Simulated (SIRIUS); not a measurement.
Sn:

```xyz
2
Lattice="0.0000 3.2333 3.2333 3.2333 0.0000 3.2333 3.2333 3.2333 0.0000" Properties=species:S:1:pos:R:3 pbc="T T T"
Sn    4.8500    4.8500    4.8500
Sn    3.2333    3.2333    3.2333
```

This isn't the form of Sn at room conditions, which is tetragonal (white tin).

* Program: SIRIUS 7.10.0
* Task: relaxation of cell and atoms
* Functional: PBE
* Dispersion: D3
* Potentials or basis: PseudoDojo 0.4.1 PBE standard (scalar relativistic)
* Cutoff: 983 eV
* Density cutoff: 3932 eV
* k mesh: 3 × 3 × 3
* Occupations: fermi-dirac, width 0.05 eV
* Spin: no spin polarisation

At the start: pressure 5.0 GPa; volume 33.80 Å³/atom.

Q: How do energy, volume and symmetry change on relaxing?

A: Over 4 steps the energy falls by 60.8 meV/atom and the volume is 38.00 Å³/atom (+12.4 %); space group Fd-3m (No. 227, to 0.05 Å).

The path:
```tsv
step	energy change (eV)	largest force (eV/Å)	pressure (GPa)	volume (Å³)
1	0.0000	0.0000	5.05	67.61
2	-0.0435	0.0000	3.88	69.17
3	-0.1205	0.0000	0.38	75.25
4	-0.1215	0.0000	0.04	76.01
```

Final structure:
```yaml
crystal:
  lattice:
    - [0.00000, 3.36208, 3.36208]
    - [3.36208, 0.00000, 3.36208]
    - [3.36208, 3.36208, 0.00000]
  atoms:
    - { symbol: Sn, position: [0.75000, 0.75000, 0.75000] }
    - { symbol: Sn, position: [0.50000, 0.50000, 0.50000] }
```

Caveat: the k mesh is coarse (spacing up to 0.56 Å⁻¹), so the values aren't converged; pairwise dispersion overbinds metals, which lowers pressure and volume.
